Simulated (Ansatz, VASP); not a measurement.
Two plane-wave programs on Bi2Se3

The input INCAR:

```
PREC     = Accurate       # precision mode
ENCUT    = 520            # plane-wave cutoff, eV
EDIFF    = 1E-7           # SCF threshold, eV
ISMEAR   = 0              # smearing method
SIGMA    = 0.05           # smearing width, eV
LREAL    = F              # projectors in reciprocal space
LASPH    = T              # aspherical terms in the spheres
NELM     = 80             # most SCF steps
ALGO     = Normal         # electronic algorithm
ISIF     = 2              # what is computed and relaxed
LWAVE    = F              # write WAVECAR
LCHARG   = F              # write CHGCAR
GGA      = PE             # functional
NBANDS   = 32             # bands
```

The input KPOINTS:

```
Automatic mesh
0
Gamma
  6 6 6
```

POSCAR

```
Bi2Se3
1.0
    2.0747946694      1.1978832609      9.5150465793
   -2.0747946694      1.1978832609      9.5150465793
    0.0000000000     -2.3957665218      9.5150465793
Bi Se
2 3
Direct
    0.4007448937      0.4007448937      0.4007448937
    0.5992551063      0.5992551063      0.5992551063
    0.0000000000      0.0000000000      0.0000000000
    0.2107583375      0.2107583375      0.2107583375
    0.7892416625      0.7892416625      0.7892416625
```

Input for Ansatz:

```yaml
crystal:
  lattice:
    - [2.0747946694, 1.1978832609, 9.5150465793]
    - [-2.0747946694, 1.1978832609, 9.5150465793]
    - [0.0, -2.3957665218, 9.5150465793]
  atoms:
    - { symbol: Bi, position: [0.4007448937, 0.4007448937, 0.4007448937] }
    - { symbol: Bi, position: [0.5992551063, 0.5992551063, 0.5992551063] }
    - { symbol: Se, position: [0.0, 0.0, 0.0] }
    - { symbol: Se, position: [0.2107583375, 0.2107583375, 0.2107583375] }
    - { symbol: Se, position: [0.7892416625, 0.7892416625, 0.7892416625] }
basis:
  ecutwfc: 420
  ecutrho_ratio: 4
kpoints:
  mp_grid: { grid: [6, 6, 6] }
hamiltonian:
  xc: pbe
scf:
  occupations: { method: gaussian, width: 0.05 }
output:
  forces: true
  stress: true
  eigenvalues: true
  populations: true
  write_density: true
  write_potential: true
  elf: true
  volumetric_format: npy
```

Alike in both runs: task single point; functional PBE; k mesh 6 × 6 × 6; occupations gaussian, width 0.05 eV; no spin polarisation.

|  | VASP | Ansatz |
| --- | --- | --- |
| version | VASP 6.6.1 | Ansatz 0.2.0 |
| potentials or method | VASP PAW PBE potentials, release 64 (Bi_d, Se) | scalar-relativistic, plane waves, PAW |
| plane-wave cutoff (eV) | 520 | 420 |
| valence electrons in the cell | 48 | 78 |

```csv
,VASP,Ansatz,Ansatz less VASP
gap on the k mesh at the Fermi level (eV),0.18,0.18,+0.002
least direct gap on the mesh (eV),0.18,0.18,+0.002
pressure (GPa),2.1,2.1,-0.02
rms of the force components (eV/Å),0.004,0.004,-0.0001
```

Atom by atom the forces differ by 0.006 eV/Å (rms over components). The two sets of potentials don't hold the same shells in valence.

Caveats: spin-orbit coupling is left out, which as a rule narrows the gap of such compounds by several tenths of an eV.
